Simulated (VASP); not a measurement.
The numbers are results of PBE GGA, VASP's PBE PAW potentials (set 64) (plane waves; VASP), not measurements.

Input for VASP

### INCAR
```
# general
SYSTEM  = BaF2
PREC    = Accurate
ENCUT   = 520   # plane-wave cut-off (eV)
LREAL   = .FALSE.
LASPH   = .TRUE.
ICHARG  = 11

# electronic loop
EDIFF   = 1E-6   # SCF stop (eV)
NELM    = 100
ALGO    = Normal   # blocked Davidson
LMAXMIX = 4   # l cut-off of mixed one-centre charges

# smearing
ISMEAR  = 0   # Gaussian
SIGMA   = 0.05   # width (eV)

# functional
GGA     = PE

# output
LWAVE   = .FALSE.
LCHARG  = .FALSE.
```

### POSCAR
```
BaF2
1
    0.0000000000     3.1442183820     3.1442183820
    3.1442183820     0.0000000000     3.1442183820
    3.1442183820     3.1442183820     0.0000000000
Ba F
1 2
Direct
  0.0000000000   0.0000000000   0.0000000000
  0.2500000000   0.2500000000   0.2500000000
  0.7500000000   0.7500000000   0.7500000000
```

File KPOINTS:
```
k-points along high-symmetry lines
15
Line-mode
Reciprocal
  0.000000   0.000000   0.000000 ! GAMMA
  0.500000   0.000000   0.500000 ! X

  0.500000   0.000000   0.500000 ! X
  0.625000   0.250000   0.625000 ! U

  0.375000   0.375000   0.750000 ! K
  0.000000   0.000000   0.000000 ! GAMMA

  0.000000   0.000000   0.000000 ! GAMMA
  0.500000   0.500000   0.500000 ! L

  0.500000   0.500000   0.500000 ! L
  0.500000   0.250000   0.750000 ! W

  0.500000   0.250000   0.750000 ! W
  0.500000   0.000000   0.500000 ! X
```

POTCAR, in this order: Ba_sv F (PBE.64 set). Program: vasp_std. Read from the step before: CHGCAR.

The resulting files:

**OSZICAR**
```
       N       E                     dE             d eps       ncg     rms          rms(c)
DAV:   1     0.157297629053E+03    0.15730E+03   -0.13049E+04  2880   0.139E+03
DAV:   2    -0.993636013295E+01   -0.16723E+03   -0.16242E+03  3952   0.282E+02
DAV:   3    -0.169962345684E+02   -0.70599E+01   -0.70529E+01  3728   0.675E+01
DAV:   4    -0.171373513918E+02   -0.14112E+00   -0.14110E+00  4040   0.755E+00
DAV:   5    -0.171404517077E+02   -0.31003E-02   -0.31003E-02  3888   0.766E-01
DAV:   6    -0.171404865069E+02   -0.34799E-04   -0.34799E-04  4016   0.705E-02
DAV:   7    -0.171404873012E+02   -0.79433E-06   -0.79436E-06  3240   0.713E-03
   1 F= -.17140487E+02 E0= -.17140487E+02  d E =-.255449E-21
```

### OUTCAR
```
 val. band max:       -2.2330069357   @ k =   0.2143   0.2143   0.4286

 cond. band min:       4.3402648568   @ k =   0.0000   0.0000   0.0000



 k-point     1 :       0.0000    0.0000    0.0000
  band No.  band energies     occupation
      1     -25.4576      2.00000
      2     -21.1062      2.00000
      3     -21.1055      2.00000
      4     -10.3474      2.00000
      5     -10.3474      2.00000
      6     -10.3474      2.00000
      7      -3.6066      2.00000
      8      -3.6066      2.00000
      9      -3.6066      2.00000
     10      -2.2945      2.00000
     11      -2.2945      2.00000
     12      -2.2945      2.00000
     13       4.3403      0.00000
     14       6.7824      0.00000
     15       6.7824      0.00000
     16       8.8131      0.00000

 k-point     2 :       0.0357    0.0000    0.0357
  band No.  band energies     occupation
      1     -25.4550      2.00000
      2     -21.1091      2.00000
      3     -21.1069      2.00000
      4     -10.3518      2.00000
      5     -10.3518      2.00000
      6     -10.3460      2.00000
      7      -3.5982      2.00000
      8      -3.5982      2.00000
      9      -3.5928      2.00000
     10      -2.3156      2.00000
     11      -2.2928      2.00000
     12      -2.2928      2.00000
     13       4.3796      0.00000
     14       6.7666      0.00000
     15       6.7954      0.00000
     16       8.8002      0.00000

 k-point     3 :       0.0714    0.0000    0.0714
  band No.  band energies     occupation
      1     -25.4473      2.00000
      2     -21.1190      2.00000
      3     -21.1113      2.00000
      4     -10.3647      2.00000
      5     -10.3647      2.00000
      6     -10.3419      2.00000
      7      -3.5730      2.00000
      8      -3.5730      2.00000
      9      -3.5518      2.00000
     10      -2.3770      2.00000
     11      -2.2882      2.00000
     12      -2.2881      2.00000
     13       4.4949      0.00000
     14       6.7204      0.00000
...
```

The density is held fixed in this step, so its total energy and stress have no physical meaning. Unless said otherwise, spin-orbit coupling is left out, though it shifts the bands of the heavy elements here.

The compound is BaF2 in the fluorite structure. It was relaxed first.
